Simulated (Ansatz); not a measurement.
# LiCl under compression: one row to predict

The cell was found from a structure generator's guess, not taken from experiment.

Theory: DFT PBE, scalar-relativistic, plane waves, PAW (Ansatz 0.2.0). The final run on the 2-atom cell used 420 eV, a Γ-centred 8×8×8 mesh, 0.02 eV smearing and no spin polarisation.

```cif
data_structure
_symmetry_space_group_name_H-M 'F-43m'
_symmetry_Int_Tables_number 216
_cell_length_a 5.5156
_cell_length_b 5.5156
_cell_length_c 5.5156
_cell_angle_alpha 90.000
_cell_angle_beta 90.000
_cell_angle_gamma 90.000
_cell_volume 167.80
loop_
_atom_site_label
_atom_site_type_symbol
_atom_site_symmetry_multiplicity
_atom_site_Wyckoff_symbol
_atom_site_fract_x
_atom_site_fract_y
_atom_site_fract_z
_atom_site_occupancy
Li1 Li 4 d 0.25000 0.25000 0.75000 1
Cl1 Cl 4 b 0.50000 0.00000 0.00000 1
```

The cell was set to several volumes, with shape and atoms relaxed at each where symmetry leaves them free. Pressure is positive in compression, and energies count from the lowest row.

```csv
row,V (Å³/atom),P (GPa),ΔE (meV/atom),gap on mesh (eV)
1,18.458,4.07,28.6,6.42
2,19.087,?,?,?
3,19.716,1.71,6.4,6.17
4,20.345,0.79,1.5,6.06
5,20.975,0.00,0.0,5.96
6,21.604,-0.67,1.3,5.86
7,22.233,-1.25,5.1,5.76
8,23.072,-1.89,13.4,5.65
```

Task: Find B = −V·ΔP/ΔV from rows 4 and 6 and from rows 1 and 3, and from the two its slope B′ and its value B0 at zero pressure.

Result: Rows 4 and 6 give −(20.345 + 21.604)/2 × (-0.67 − (0.79))/(21.604 − 20.345) = 24.3 GPa at a mean pressure of 0.06 GPa. Rows 1 and 3 give −(18.458 + 19.716)/2 × (1.71 − (4.07))/(19.716 − 18.458) = 35.8 GPa at a mean pressure of 2.89 GPa. So B′ = (35.8 − 24.3)/(2.89 − (0.06)) = 4.06 and B0 = 24.3 − 4.06 × (0.06) = 24.1 GPa. A third-order Birch–Murnaghan fit to all the energies gives B0 = 24.3 GPa and B′ = 4.2.

Task: Estimate the pressure and energy of row 2.

Result: From row 5, V0 = 20.975 × (1 + (0.00)/24.1) = 20.975 Å³/atom. Murnaghan's form P = (B0/B′)·[(V0/V)^B′ − 1] gives (24.1/4.06) × [(20.975/19.087)^4.06 − 1] = 2.77 GPa; the computed pressure is 2.80 GPa, so the estimate is off by -0.03 GPa. The work of compression from row 3, with the mean of the two pressures, gives ΔE = 6.4 + (2.77 + 1.71)/2 × (19.716 − 19.087)/160.2 × 1000 = 15.2 meV/atom (1 eV/Å³ = 160.2 GPa); the computed value is 15.2 meV/atom.

Task: Fit the gap against pressure through the other rows and estimate it at the computed pressure of row 2.

Result: Over the 7 rows the mean pressure is 0.3943 GPa and the mean gap is 5.983 eV. The sums of products of deviations are S_xx = 24.61 and S_xy = 3.15, so the slope is 3.15/24.61 = 0.128 (r = 0.99, rms misfit 0.03 eV). At 2.80 GPa the line gives 5.983 + (0.128) × (2.80 − 0.3943) = 6.29 eV. The computed value is 6.29 eV, so the line is off by 0.00 eV, no more than the largest miss among the fitted rows (0.04 eV).

Kohn–Sham gaps at this level usually fall short of measured ones. All volumes keep the k mesh of the relaxed cell. A later test with randomly moved atoms came back to the same energy, though modes that don't fit the test's cell weren't probed.
